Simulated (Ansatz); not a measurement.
**MoSe2 (P6_3/mmc): how the settings move a single-point run**

Aim: see which settings change the result for MoSe2 (P6_3/mmc), by how much, and at what cost.

The COD entry's cell or inner coordinates are ideal or old and differ from later refinements, so a difference from it is no clean test against experiment.

Method: reference: DFT PBE, spin-orbit coupling, plane waves, PAW, unless a step's input says otherwise, in Ansatz 0.2.0.

3 further runs of the same task are left out: 2 that didn't finish, 1 set aside as unsound or not needed.

## (1) The structure to begin with

It takes space group P6_3/mmc (No. 194, hexagonal). The conventional cell has a = 3.315 Å, b = 3.315 Å, c = 16.961 Å, α = 90.00°, β = 90.00°, γ = 120.00°. Mo (site symmetry -6m2) is surrounded by 6 Se at 2.54 Å. Se (site symmetry 3m) has 3 Mo at 2.54 Å as nearest neighbours.

As a file:

```cif
data_structure
_symmetry_space_group_name_H-M 'P 1'
_symmetry_Int_Tables_number 1
_cell_length_a 3.3148
_cell_length_b 3.3148
_cell_length_c 16.9611
_cell_angle_alpha 90.000
_cell_angle_beta 90.000
_cell_angle_gamma 120.000
_cell_volume 161.39
loop_
_atom_site_label
_atom_site_type_symbol
_atom_site_fract_x
_atom_site_fract_y
_atom_site_fract_z
_atom_site_occupancy
Mo1 Mo 0.33333 0.66667 0.25000 1
Mo2 Mo 0.66667 0.33333 0.75000 1
Se1 Se 0.33333 0.66667 0.65154 1
Se2 Se 0.66667 0.33333 0.15154 1
Se3 Se 0.33333 0.66667 0.84846 1
Se4 Se 0.66667 0.33333 0.34846 1
```

## (2) Baseline

File input.yaml:

```yaml
crystal:
  lattice:
    - [3.3147566404, 0.0, 0.0]
    - [-1.6573783202, 2.8706634579, 0.0]
    - [0.0, 0.0, 16.9611278432]
  atoms:
    - { symbol: Mo, position: [0.3333333333, 0.6666666667, 0.25], spin: 0.05, spin_axis: [0.0, 0.0, 1.0] }
    - { symbol: Mo, position: [0.6666666667, 0.3333333333, 0.75], spin: 0.05, spin_axis: [0.0, 0.0, 1.0] }
    - { symbol: Se, position: [0.3333333333, 0.6666666667, 0.6515408902] }
    - { symbol: Se, position: [0.6666666667, 0.3333333333, 0.1515408902] }
    - { symbol: Se, position: [0.3333333333, 0.6666666667, 0.8484591098] }
    - { symbol: Se, position: [0.6666666667, 0.3333333333, 0.3484591098] }
basis:
  ecutwfc: 420
  ecutrho_ratio: 4
kpoints:
  mp_grid: { grid: [8, 8, 2] }
  band_path:
    path:
      - [[0.0, 0.0, 0.0], [0.5, 0.0, 0.0], [0.33333333, 0.33333333, 0.0], [0.0, 0.0, 0.0], [0.0, 0.0, 0.5], [0.5, 0.0, 0.5], [0.33333333, 0.33333333, 0.5], [0.0, 0.0, 0.5]]
      - [[0.5, 0.0, 0.5], [0.5, 0.0, 0.0]]
      - [[0.33333333, 0.33333333, 0.5], [0.33333333, 0.33333333, 0.0]]
    npoints: 10
hamiltonian:
  xc: pbe
scf:
  occupations: { method: gaussian, width: 0.05 }
  lower_state_search: "off"
  n_extra_bands: 46
output:
  forces: true
  stress: true
  eigenvalues: true
  populations: true
  dos: { projected: true, de: 0.02, nscf_kmesh: { grid: [12, 12, 3] } }
  bader: false
  write_density: true
  write_potential: true
  elf: true
  volumetric_format: npy
magnetization:
  noncollinear: true
  spin_orbit: true
checkpoint:
  read: start.run
  write: ck
  compress: false
  write_wavefunctions: false
  write_every: 100000
```

On the command line:

```console
ansatz run input.yaml --threads 4 --pin off --max-ram 7168MiB --backend cpu --events-out ev --progress --plain --runs-dir out
```

## (3) Variant: preconditioner ldos, lower_state_search left out

File input.yaml:

```yaml
crystal:
  lattice:
    - [3.314756640371, 0.0, 0.0]
    - [-1.657378320186, 2.870663457925, 0.0]
    - [0.0, 0.0, 16.9611278432]
  atoms:
    - { symbol: Mo, position: [0.3333333333333, 0.6666666666667, 0.25], spin: 2.0, spin_axis: [0.0, 0.0, 1.0] }
    - { symbol: Mo, position: [0.6666666666667, 0.3333333333333, 0.75], spin: 2.0, spin_axis: [0.0, 0.0, 1.0] }
    - { symbol: Se, position: [0.3333333333333, 0.6666666666667, 0.6515408902] }
    - { symbol: Se, position: [0.6666666666667, 0.3333333333333, 0.1515408902] }
    - { symbol: Se, position: [0.3333333333333, 0.6666666666667, 0.8484591098] }
    - { symbol: Se, position: [0.6666666666667, 0.3333333333333, 0.3484591098] }
basis:
  ecutwfc: 420
  ecutrho_ratio: 4
kpoints:
  mp_grid: { grid: [8, 8, 2] }
hamiltonian:
  xc: pbe
scf:
  occupations: { method: gaussian, width: 0.05 }
  mixing: { preconditioner: ldos }
output:
  forces: true
  stress: true
  write_density: true
  write_potential: true
  elf: true
  volumetric_format: npy
magnetization:
  noncollinear: true
  spin_orbit: true
```

## (4) Variant: xc lda, occupations.method tetrahedron, width left out, lower_state_search left out

File input.yaml:

```yaml
crystal:
  lattice:
    - [3.314756640371, 0.0, 0.0]
    - [-1.657378320186, 2.870663457925, 0.0]
    - [0.0, 0.0, 16.9611278432]
  atoms:
    - { symbol: Mo, position: [0.3333333333333, 0.6666666666667, 0.25], spin: 2.0, spin_axis: [0.0, 0.0, 1.0] }
    - { symbol: Mo, position: [0.6666666666667, 0.3333333333333, 0.75], spin: 2.0, spin_axis: [0.0, 0.0, 1.0] }
    - { symbol: Se, position: [0.3333333333333, 0.6666666666667, 0.6515408902] }
    - { symbol: Se, position: [0.6666666666667, 0.3333333333333, 0.1515408902] }
    - { symbol: Se, position: [0.3333333333333, 0.6666666666667, 0.8484591098] }
    - { symbol: Se, position: [0.6666666666667, 0.3333333333333, 0.3484591098] }
basis:
  ecutwfc: 420
  ecutrho_ratio: 4
kpoints:
  mp_grid: { grid: [8, 8, 2] }
hamiltonian:
  xc: lda
scf:
  occupations: { method: tetrahedron }
output:
  forces: true
  stress: true
magnetization:
  noncollinear: true
  spin_orbit: true
```

## (5) Variant: ecutrho_ratio 8, lower_state_search left out

File input.yaml:

```yaml
crystal:
  lattice:
    - [3.314756640371, 0.0, 0.0]
    - [-1.657378320186, 2.870663457925, 0.0]
    - [0.0, 0.0, 16.9611278432]
  atoms:
    - { symbol: Mo, position: [0.3333333333333, 0.6666666666667, 0.25], spin: 2.0, spin_axis: [0.0, 0.0, 1.0] }
    - { symbol: Mo, position: [0.6666666666667, 0.3333333333333, 0.75], spin: 2.0, spin_axis: [0.0, 0.0, 1.0] }
    - { symbol: Se, position: [0.3333333333333, 0.6666666666667, 0.6515408902] }
    - { symbol: Se, position: [0.6666666666667, 0.3333333333333, 0.1515408902] }
    - { symbol: Se, position: [0.3333333333333, 0.6666666666667, 0.8484591098] }
    - { symbol: Se, position: [0.6666666666667, 0.3333333333333, 0.3484591098] }
basis:
  ecutwfc: 420
  ecutrho_ratio: 8
kpoints:
  mp_grid: { grid: [8, 8, 2] }
hamiltonian:
  xc: pbe
scf:
  occupations: { method: gaussian, width: 0.05 }
output:
  forces: true
  stress: true
  write_density: true
  write_potential: true
  elf: true
  volumetric_format: npy
magnetization:
  noncollinear: true
  spin_orbit: true
```

## (6) Variant: occupations.method cold, occupations.width 0.2, lower_state_search left out

File input.yaml:

```yaml
crystal:
  lattice:
    - [3.314756640371, 0.0, 0.0]
    - [-1.657378320186, 2.870663457925, 0.0]
    - [0.0, 0.0, 16.9611278432]
  atoms:
    - { symbol: Mo, position: [0.3333333333333, 0.6666666666667, 0.25], spin: 2.0, spin_axis: [0.0, 0.0, 1.0] }
    - { symbol: Mo, position: [0.6666666666667, 0.3333333333333, 0.75], spin: 2.0, spin_axis: [0.0, 0.0, 1.0] }
    - { symbol: Se, position: [0.3333333333333, 0.6666666666667, 0.6515408902] }
    - { symbol: Se, position: [0.6666666666667, 0.3333333333333, 0.1515408902] }
    - { symbol: Se, position: [0.3333333333333, 0.6666666666667, 0.8484591098] }
    - { symbol: Se, position: [0.6666666666667, 0.3333333333333, 0.3484591098] }
basis:
  ecutwfc: 420
  ecutrho_ratio: 4
kpoints:
  mp_grid: { grid: [8, 8, 2] }
hamiltonian:
  xc: pbe
scf:
  occupations: { method: cold, width: 0.2 }
output:
  forces: true
  stress: true
magnetization:
  noncollinear: true
  spin_orbit: true
```

## (7) Changing settings: ecutwfc 18.4 Ry, xc_grid 4, hubbard.sites [{species: Mo, l: d, u_eff: 3.0}], hubbard.double_counting fll, lower_state_search left out

File input.yaml:

```yaml
crystal:
  lattice:
    - [3.314756640371, 0.0, 0.0]
    - [-1.657378320186, 2.870663457925, 0.0]
    - [0.0, 0.0, 16.9611278432]
  atoms:
    - { symbol: Mo, position: [0.3333333333333, 0.6666666666667, 0.25], spin: 2.0, spin_axis: [0.0, 0.0, 1.0] }
    - { symbol: Mo, position: [0.6666666666667, 0.3333333333333, 0.75], spin: 2.0, spin_axis: [0.0, 0.0, 1.0] }
    - { symbol: Se, position: [0.3333333333333, 0.6666666666667, 0.6515408902] }
    - { symbol: Se, position: [0.6666666666667, 0.3333333333333, 0.1515408902] }
    - { symbol: Se, position: [0.3333333333333, 0.6666666666667, 0.8484591098] }
    - { symbol: Se, position: [0.6666666666667, 0.3333333333333, 0.3484591098] }
basis:
  ecutwfc: "18.4 Ry"
  ecutrho_ratio: 4
  xc_grid: 4
kpoints:
  mp_grid: { grid: [8, 8, 2] }
hamiltonian:
  xc: pbe
  hubbard: { sites: [{ species: Mo, l: d, u_eff: 3.0 }], double_counting: fll }
scf:
  occupations: { method: gaussian, width: 0.05 }
output:
  forces: true
  stress: true
magnetization:
  noncollinear: true
  spin_orbit: true
```

**Question.** What will these runs give? Wanted: for each run, ending; energy change; pressure; gap; force.

**Answer**, as computed:

```tsv
run	ending	energy change	pressure (GPa)	gap (eV)	force (eV/Å)	cycles	time
reference	converged	0	0.2	1.62	0.02	-	5.2 min
1: preconditioner ldos, lower_state_search left out	converged	0.0 meV/atom	0.2	1.62	0.02	16	92 s
2: xc lda, occupations.method tetrahedron, width left out, lower_state_search left out	converged	not comparable	-4.8	1.60	0.62	16	62 s
3: ecutrho_ratio 8, lower_state_search left out	converged	0.0 meV/atom	0.2	1.62	0.02	15	82 s
4: occupations.method cold, occupations.width 0.2, lower_state_search left out	converged	0.0 meV/atom (σ→0)	0.2	1.62	0.02	15	53 s
5: ecutwfc 18.4 Ry, xc_grid 4, hubbard.sites [{species: Mo, l: d, u_eff: 3.0}], hubbard.double_counting fll, lower_state_search left out	converged	+1.68 eV/atom (U changed: no physical gain or loss)	0.1	1.46	0.04	18	54 s
```

Times don't compare one to one where runs were asked for different outputs or read a saved state (see the inputs); cycles may leave out searches for a lower state.

Residual by cycle in the longest SCF loop of each run; runs are numbered as in the table. The quantity is the density residual dr2, in eV.

```tsv
cycle	reference	run 1	run 2	run 3	run 4	run 5
1	6.0e-9	9.23	9.77	9.23	9.19	9.4
3	1.5e-9	0.791	0.76	0.759	0.761	0.717
4	-	0.0601	0.035	0.0416	0.0433	0.0973
6	-	0.00138	0.00354	0.00442	0.00451	0.0148
7	-	9.9e-5	0.00731	0.00706	0.00619	0.00784
9	-	0.0723	0.0343	0.0297	0.0275	1.3e-4
10	-	1.0e-4	3.9e-5	4.3e-5	4.5e-5	9.6e-4
12	-	3.6e-7	3.1e-6	1.8e-6	1.9e-6	4.6e-5
13	-	1.8e-7	1.4e-6	8.3e-7	8.3e-7	1.2e-6
15	-	1.6e-10	7.5e-10	6.2e-10	1.1e-9	4.3e-7
16	-	1.7e-11	1.2e-11	-	-	1.0e-8
18	-	-	-	-	-	1.4e-11
```

What this shows: Of the converged runs whose energies compare with the reference's, none moves it noticeably. Run 5 ran under the cutoff that the potentials recommend, as the log warns, so basis error is mixed into its values. A changed U is a change of model: its shifts are not errors of convergence.
